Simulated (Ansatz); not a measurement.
# SnSe: the cost of one run

Computed with Ansatz 0.2.0 (DFT PBE, scalar-relativistic, plane waves, PAW, unless a step's input says otherwise).

4 further runs of the same task are left out: 4 set aside as unsound or not needed.

## 1. Starting point

Symmetry: Fm-3m, No. 225, cubic system. The conventional cell has a = 6.062 Å, b = 6.062 Å, c = 6.062 Å, α = 90.00°, β = 90.00°, γ = 90.00°. Sn (site symmetry m-3m) has 6 Se at 3.03 Å as nearest neighbours. Se (site symmetry m-3m) is surrounded by 6 Sn at 3.03 Å.

Coordinates:

```
Sn Se
1.0
     3.03080    3.03080    0.00000
    -3.03080    3.03080    0.00000
     0.00000    0.00000    6.06160
Sn Se
2 2
Direct
  0.00000 0.00000 0.00000
  0.50000 0.50000 0.50000
  0.50000 0.50000 0.00000
  0.00000 0.00000 0.50000
```

It goes back to an entry of the Materials Project, which need not be the stable form.

The unstrained cell comes from an earlier run at this level (4 atoms, E(σ→0) -22988.3204 eV, gap none (metal)).

## 2. At -1.5 %

Input file input.yaml:

```yaml
crystal:
  lattice:
    - [3.0307985792, 3.0307985792, 0.0]
    - [-3.0307985792, 3.0307985792, 0.0]
    - [0.0, 0.0, 5.9706732011]
  atoms:
    - { symbol: Sn, position: [0.0, 0.0, 0.0] }
    - { symbol: Sn, position: [0.5, 0.5, 0.5] }
    - { symbol: Se, position: [0.5, 0.5, 0.0] }
    - { symbol: Se, position: [0.0, 0.0, 0.5] }
basis:
  ecutwfc: 420
kpoints:
  mp_grid: { grid: [8, 8, 6] }
hamiltonian:
  xc: pbe
scf:
  occupations: { method: gaussian, width: 0.02 }
output:
  forces: true
  stress: true
  eigenvalues: true
```

Launch:

```bash
ansatz run input.yaml --threads 1 --pin off --max-ram 2560MiB --backend cpu --events-out ev --progress --plain --runs-dir out
```

Q: Estimate wall time and peak memory on 1 thread of AMD EPYC (Zen 3), shared host.

About 34 s, with a peak of 0.49 GiB.
